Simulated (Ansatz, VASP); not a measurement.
## CuO (Tenorite): VASP beside Ansatz

File INCAR:

```
SYSTEM = CuO
PREC = Accurate ; ENCUT = 520
EDIFF = 1E-7 ; ISMEAR = -1
SIGMA = 0.05 ; LREAL = .False.
LASPH = .True. ; NELM = 100
ALGO = Normal ; ISIF = 2
LWAVE = .False. ; LCHARG = .True.
GGA = PS ; LELF = .True.
LVHAR = .True. ; NBANDS = 25
```

File KPOINTS:

```
Automatic mesh
0
Gamma
  10 10 5
  0 0 0
```

File POSCAR:

```
CuO
1.0
    2.3906352041     -1.7470046099      0.0000000000
    2.3906352041      1.7470046099      0.0000000000
   -0.8774322550      0.0000000000      5.1586662202
Cu O
2 2
Direct
    0.4968000000      0.0032000000      0.5000000000
    0.0032000000      0.4968000000      0.0000000000
    0.4056000000      0.5714000000      0.7537000000
    0.5714000000      0.4056000000      0.2537000000
```

File input.yaml:

```yaml
crystal:
  lattice:
    - [2.3906352041, -1.7470046099, 0.0]
    - [2.3906352041, 1.7470046099, 0.0]
    - [-0.877432255, 0.0, 5.1586662202]
  atoms:
    - { symbol: Cu, position: [0.4968, 0.0032, 0.5] }
    - { symbol: Cu, position: [0.0032, 0.4968, 0.0] }
    - { symbol: O, position: [0.4056, 0.5714, 0.7537] }
    - { symbol: O, position: [0.5714, 0.4056, 0.2537] }
kpoints:
  mp_grid: { grid: [10, 10, 5] }
scf:
  occupations: { method: fermi_dirac, width: 0.05 }
hamiltonian:
  xc: pbesol
  pseudopotentials: { kind: all_electron, lapw: { basis_error: 0.002 } }
output:
  forces: true
  stress: true
  eigenvalues: true
```

Change from the starting cell: volume scaled by 1.06.

Alike in both runs: task single point; functional PBEsol; k mesh 10 × 10 × 5; occupations fermi-dirac, width 0.05 eV; no spin polarisation.

|  | VASP | Ansatz |
| --- | --- | --- |
| version | VASP 6.6.1 | Ansatz 0.2.0 |
| potentials or method | VASP PAW PBE potentials, release 64 (Cu, O) | all-electron LAPW, scalar-relativistic |
| plane-wave cutoff (eV) | 520 | see its input |

Ansatz gave:

```
gap on the k mesh at the Fermi level (eV)       : none
pressure (GPa)                                  : -11.5
largest component of the traceless stress (GPa) : 4.16
rms of the force components (eV/Å)              : 0.381
```

What did VASP give for the same quantities?

gap on the k mesh at the Fermi level (eV): none; pressure (GPa): -10.9; largest component of the traceless stress (GPa): 3.88; rms of the force components (eV/Å): 0.382.

Atom by atom the forces differ by 0.017 eV/Å (rms over components). A gap of «none» marks a metal or a gap that the smearing closes. Ansatz ran all-electron here, so the differences hold the error of VASP's frozen core and of both bases.

Caveats: the run has no spin polarisation, though such a crystal can be magnetic; semilocal functionals often make such compounds metallic where correlation or magnetic order opens a gap, which also shifts bond lengths; the PAW data sets were made with another functional, which shifts forces and pressure a little (VASP).
